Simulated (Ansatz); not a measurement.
HfO2:

```
Hf O
1.0
     5.11800    0.00000    0.00000
     0.00000    5.18570    0.00000
    -0.85866    0.00000    5.21387
Hf O
4 8
Direct
  0.27550 0.46030 0.70800
  0.72450 0.96030 0.79200
  0.72450 0.53970 0.29200
  0.27550 0.03970 0.20800
  0.07420 0.16840 0.84670
  0.92580 0.66840 0.65330
  0.92580 0.83160 0.15330
  0.07420 0.33160 0.34670
  0.44870 0.74190 0.98010
  0.55130 0.24190 0.51990
  0.55130 0.25810 0.01990
  0.44870 0.75810 0.48010
```

- Program: Ansatz 0.2.0
- Task: relaxation of cell and atoms
- Functional: revPBE
- Dispersion: D3(BJ)
- Potentials or basis: Ansatz PAW
- Cutoff: 420 eV (not typed: the program's choice for these potentials)
- k mesh: 5 × 5 × 5
- Occupations: fermi-dirac, width 0.05 eV
- Spin: no spin polarisation

At the start: volume 11.53 Å³/atom.

Q: Where does the relaxation end?

A: It ends after 9 steps and the volume is 11.63 Å³/atom (+0.8 %); space group P2_1/c (No. 14, to 0.05 Å).

Step by step:
```csv
step,energy change (eV),largest force (eV/Å),volume (Å³)
1,0.0000,0.5037,138.38
2,-0.0164,0.2526,140.06
3,-0.0400,0.0698,139.94
4,-0.0432,0.0709,139.84
5,-0.0458,0.0442,139.51
6,-0.0462,0.0034,139.48
7,-0.0515,0.0037,139.48
8,-0.0512,0.0019,139.54
9,-0.0514,0.0019,139.54
```

Final structure:
```
Hf O
1.0
     5.12140    0.00000   -0.00041
     0.00000    5.21555    0.00000
    -0.85965    0.00000    5.22422
Hf O
4 8
Direct
  0.27669 0.45767 0.70817
  0.72331 0.95767 0.79183
  0.72331 0.54233 0.29183
  0.27669 0.04233 0.20817
  0.07320 0.15939 0.83757
  0.92680 0.65939 0.66243
  0.92680 0.84061 0.16243
  0.07320 0.34061 0.33757
  0.44607 0.74129 0.98009
  0.55393 0.24129 0.51991
  0.55393 0.25871 0.01991
  0.44607 0.75871 0.48009
```

Caveat: the plane-wave basis is chosen anew once the cell has moved, so the energies of steps on either side of that aren't comparable; the pressure holds a Pulay correction of +0.7 GPa for the finite cutoff; the PAW data sets come from PBE, with cores solved anew for the run's functional, which leaves a small shift of forces and pressure.
